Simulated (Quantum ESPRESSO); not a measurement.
**Au: single point with PBE**

Crystal: Au.

```
CELL_PARAMETERS angstrom
2.74841 0.00000 0.00000
0.00000 2.74841 0.00000
0.00000 0.00000 2.74841
ATOMIC_POSITIONS crystal
Au 0.50000 0.50000 0.50000
```

The cell was built by a generator and needn't be a form met in nature.

```
Program             : Quantum ESPRESSO 7.5
Task                : single point
Functional          : PBE
Potentials or basis : PseudoDojo 0.4 SR PBE stringent
Cutoff              : 1034 eV
Density cutoff      : 4136 eV
k mesh              : 3 × 3 × 3
Occupations         : fermi-dirac, width 0.05 eV
Spin                : no spin polarisation
Sweep               : exchange_q_mesh
Mixing beta         : 0.5
Most SCF iterations : 120
SCF threshold       : 2e-10 Ry
```

| Item | Value |
| --- | --- |
| Pressure | 4.6 GPa |
| Band gap on the k mesh | none (metal or under the smearing width) |

Levels at points of the mesh, in eV from the Fermi level:
| k point | band 8 | band 9 | band 10 | band 11 | band 12 | band 13 |
| --- | --- | --- | --- | --- | --- | --- |
| (0.00, 0.00, 0.00) | -0.32 | -0.32 | -0.32 | 14.87 | 14.87 | 14.87 |

It took 2.6 s on 1 thread of Arm Neoverse N1, with other jobs on the host, peak memory 0.05 GiB.

Caveat: the k mesh is coarse (spacing up to 0.76 Å⁻¹), so the values aren't converged. Spin-orbit coupling is left out, which matters for the levels of Au.
